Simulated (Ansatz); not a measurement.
# TiAl under pressure: fit and missing row

TiAl, P4/mmm, a = 2.810 Å, c = 4.066 Å. The structure is a Materials Project entry; whether it is the stable form wasn't checked. Ansatz: r2SCAN, PAW, 500 eV, Γ-centred 14×14×10 mesh on 2 atoms, Gaussian smearing 0.10 eV; no spin polarisation. Cell and atoms are relaxed at each pressure, and no other structure is tried, so the rows at high pressure may lie past a change of phase.

| V (Å³/atom) | P (GPa) |
| --- | --- |
| ? | 39.99 |
| 14.110 | 20.00 |
| 14.941 | 10.00 |
| 15.456 | 4.95 |
| 15.800 | 2.00 |
| 16.050 | 0.04 |
| 16.332 | -2.00 |

**Question.** Take V0 = 16.050 Å³/atom, count pressures from its P0 = 0.04 GPa, fit the third-order Birch–Murnaghan form to the other rows, and predict the missing volume.

**Answer.** With the Eulerian strain f = ½[(V0/V)^(2/3) − 1] and y = (P − P0)/[3f(1 + 2f)^(5/2)], the form is the line y = B0 + 1.5 B0 (B0′ − 4) f. Rows (f, y): 0.04484, 119.7; 0.02445, 120.5; 0.01273, 120.7; 0.00526, 121.0; -0.00577, 121.3. Means f = 0.01630, y = 120.64; Σ(Δf)² = 0.001503, ΣΔfΔy = -0.04672; the slope is their ratio. y = 121.1 − 31.09 f GPa, so B0 = 121.1 GPa and B0′ = 4 + 2 × (-31.09)/(3 × 121.1) = 3.83. P = 39.99 GPa is met at f = 0.07807 (y = 118.67), so V = V0 (1 + 2f)^(−3/2) = 12.911 Å³/atom. The run gave 12.897 Å³/atom, so the fit is 0.014 Å³/atom too high, 0.41 % of the span of the series, against an rms of 0.0007 Å³/atom on the fitted rows. The row lies outside the fitted range. A fourth-order term fitted to the same rows gives P = 40.16 GPa at this row's volume (the line 40.27, the run 39.99), which recovers part of the miss. Also, this row ran on the mesh 16×16×12, its neighbour on 14×14×10, which can shift it a little.

The mesh isn't the same in all rows (14×14×10, 16×16×12).